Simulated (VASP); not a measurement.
Mg2Ge: electrostatic potential with PBE+D3(BJ)

Crystal: Mg2Ge.

```xyz
3
Lattice="0.0000 3.1598 3.1598 3.1598 0.0000 3.1598 3.1598 3.1598 0.0000" Properties=species:S:1:pos:R:3 pbc="T T T"
Ge    0.0000    0.0000    0.0000
Mg    1.5799    1.5799    1.5799
Mg    4.7397    4.7397    4.7397
```

The cell was built by a generator and needn't be a form met in nature.

```
Program                : VASP 6.6.1
Task                   : electrostatic potential
Functional             : PBE
Dispersion             : D3(BJ)
Potentials or basis    : VASP PAW PBE potentials, release 64 (Ge_d, Mg)
Cutoff                 : 520 eV
k mesh                 : 10 × 10 × 10
Occupations            : gaussian, width 0.02 eV
Spin                   : no spin polarisation
Further INCAR settings : ALGO = Fast; EDIFF = 1e-06
```

The pressure is -0.1 GPa, the band gap on the k mesh is 0.12 eV, indirect (least direct gap 1.21 eV) and the dispersion energy per atom is -0.308 eV.

Levels at points of the mesh, in eV from the valence-band top:
| k point | band 5 | band 6 | band 7 | band 8 | band 9 | band 10 | band 11 | band 12 | band 13 |
| --- | --- | --- | --- | --- | --- | --- | --- | --- | --- |
| (0.00, 0.00, 0.00) | -23.66 | -9.88 | 0.00 | 0.00 | 0.00 | 1.21 | 2.89 | 2.89 | 2.89 |
| (0.50, 0.00, 0.00) | -23.66 | -8.59 | -4.95 | -0.75 | -0.75 | 1.14 | 2.80 | 2.80 | 4.91 |
| (0.50, 0.50, 0.00) | -23.66 | -8.11 | -4.60 | -2.05 | -2.05 | 0.12 | 0.62 | 8.07 | 8.07 |

Run time: 29 s on 1 thread of Intel(R) Xeon(R) Platinum 8488C (Sapphire Rapids), on a shared host, peak memory 0.23 GiB.

A k mesh can miss the band edges.
